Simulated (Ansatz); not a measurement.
**Is this TiAl structure a true minimum?**

It was relaxed at this level from a measured cell (COD).

Theory: DFT PBE, scalar-relativistic, plane waves, PAW (Ansatz 0.2.0). Cutoff 420 eV; k points 18×18×18 on the computed 2-atom cell (Γ-centred); Gaussian smearing, width 0.10 eV; no spin polarisation.

The cell below (2 atoms, space group Pm-3m (No. 221)) is relaxed within its symmetry.

```xyz
2
Lattice="3.1862 0.0000 0.0000 0.0000 3.1862 0.0000 0.0000 0.0000 3.1862" Properties=species:S:1:pos:R:3 pbc="T T T"
Ti    1.5931    1.5931    1.5931
Al    0.0000    0.0000    0.0000
```

For the test a repeat of it with 8 atoms (edges 3.19, 6.37, 6.37 Å) was strained at random (σ = 1.5 % a component), the atoms were moved at random (σ = 0.15 Å), and all was relaxed again on a coarse 6×4×4 mesh (in the run’s order of axes) with 0.20 eV smearing, with no symmetry imposed.

Q: Does it come back?

A: It doesn't return. The energy falls by 102 meV/atom on that mesh, the volume changes by 0.4 %, and the end has space group Pmma (No. 51) at a loose tolerance. Relaxed again on a 10×16×10 mesh with 0.10 eV smearing, the new structure lies 98 meV/atom below the first (mesh in the axes of the run's cell; the cell below is made exact in the group named). Space group Pmma (No. 51), orthorhombic, a = 4.629 Å, b = 2.866 Å, c = 4.892 Å. Around Ti lie 4 Ti at 2.80–2.87 Å and 8 Al at 2.83–2.86 Å; Al has 4 Al at 2.80–2.87 Å and 8 Ti at 2.83–2.86 Å.

```yaml
crystal:
  lattice:
    - [4.62883, 0.00000, 0.00000]
    - [0.00000, 2.86618, 0.00000]
    - [0.00000, 0.00000, 4.89176]
  atoms:
    - { symbol: Ti, position: [0.25000, 0.50000, 0.66088] }
    - { symbol: Ti, position: [0.75000, 0.50000, 0.33912] }
    - { symbol: Al, position: [0.75000, 0.00000, 0.83861] }
    - { symbol: Al, position: [0.25000, 0.00000, 0.16139] }
```
